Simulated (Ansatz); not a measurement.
**Sn interstitial in SnSe**

Computed with DFT PBE, scalar-relativistic, plane waves, PAW (Ansatz 0.2.0). Settings: 420 eV cutoff, 2×2×2 k-mesh, Gaussian smearing of 0.01 eV, no spin polarisation.

Host crystal, relaxed:

```xyz
8
Lattice="11.7848 0.0000 0.0000 0.0000 4.2054 0.0000 0.0000 0.0000 4.5673" Properties=species:S:1:pos:R:3 pbc="T T T"
Sn    7.3205    3.1540    1.7520
Sn   10.3566    1.0513    4.0357
Sn    4.4643    1.0513    2.8153
Sn    1.4281    3.1540    0.5316
Se    1.7106    1.0513    2.3929
Se    7.6029    1.0513    4.4581
Se    4.1818    3.1540    0.1092
Se   10.0742    3.1540    2.1744
```

Supercell of 32 atoms, rows in host cell vectors: 0 0 2; 0 2 -1; -1 0 0. Atoms relax at the host's cell, keeping the symmetry that the supercell leaves at the site. The cell is small, so energies carry finite-size errors of tenths of an eV. The host's Kohn–Sham gap is 0.62 eV. Atoms are taken from and returned to the elements' standard states.

Defect: Sn interstitial at (0.250, 0.250, 0.050) of the host cell.

Problem. What is the formation energy of the neutral defect?

Solution. 2.34 eV.

Problem. Does the neutral defect carry a moment, and how do its surroundings relax?

Solution. The neutral run had no spin polarisation, so a moment wasn't tested. The nearest neighbours before are 2 Se at 2.44 Å, 1 Se at 2.49 Å, 1 Sn at 2.50 Å, 2 Sn at 2.61 Å, 1 Se at 2.70 Å; after relaxation the atoms near the site are 1 Se at 2.76 Å, 1 Se at 2.96 Å, 2 Se at 2.97 Å; the largest move is 0.98 Å.